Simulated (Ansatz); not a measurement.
**P: strain and displacement**

```
CELL_PARAMETERS angstrom
2.70538 0.00000 0.00000
-1.35269 2.34293 0.00000
0.00000 0.00000 4.58769
ATOMIC_POSITIONS crystal
P 0.33333 0.66667 0.25000
P 0.66667 0.33333 0.75000
```

Atom numbers follow the list: P1, P2.

The conventional cell has a = 2.705 Å, b = 2.705 Å, c = 4.588 Å, α = 90.00°, β = 90.00°, γ = 120.00°. Around P (atom 1) lie 12 P at 2.71 to 2.78 Å.

The structure comes from a relaxation in the same program, started in the hcp type, and has space group P6_3/mmc. Whether it is a known phase or the ground state wasn't checked.

These are results of DFT, PBE, all-electron LAPW, scalar-relativistic (Ansatz 0.2.0), not measurements.

The runs use a Γ-centred 15×15×8 k mesh, Fermi–Dirac smearing of 0.05 eV, basis error target 1 meV/atom, no spin polarisation.

The unchanged cell is at 0.05 GPa, so energy changes include a term −P ΔV where the volume moves.

In a metal, stresses and small energies carry noise from the k mesh.

x, y and z are the Cartesian axes of the cell as listed; fractional coordinates follow a strain, and an engineering shear is twice the off-diagonal strain component.

(1) One change gave: energy change +14 meV/atom; stress change (xx, yy, zz, yz, xz, xy) -1.35, -1.35, 3.05, 0.00, 0.00, 0.00 GPa, compression positive. Which change was it?
A. x and y strained by +3 %, z held
B. atom 2 (P) moved by (0.0000, 0.0000, 0.1200) Å
C. z strained by -4 % at fixed volume

Results:

(1) C. For x and y strained by +3 %, z held: energy change +18 meV/atom; stress change (xx, yy, zz, yz, xz, xy) -5.97, -5.97, -2.61, 0.00, 0.00, 0.00 GPa, compression positive. For atom 2 (P) moved by (0.0000, 0.0000, 0.1200) Å: energy change -3 meV/atom; stress change (xx, yy, zz, yz, xz, xy) 0.63, 0.63, 0.96, 0.00, 0.00, 0.00 GPa, compression positive; change of the force on P2 (0.000, 0.000, 0.062) eV/Å.
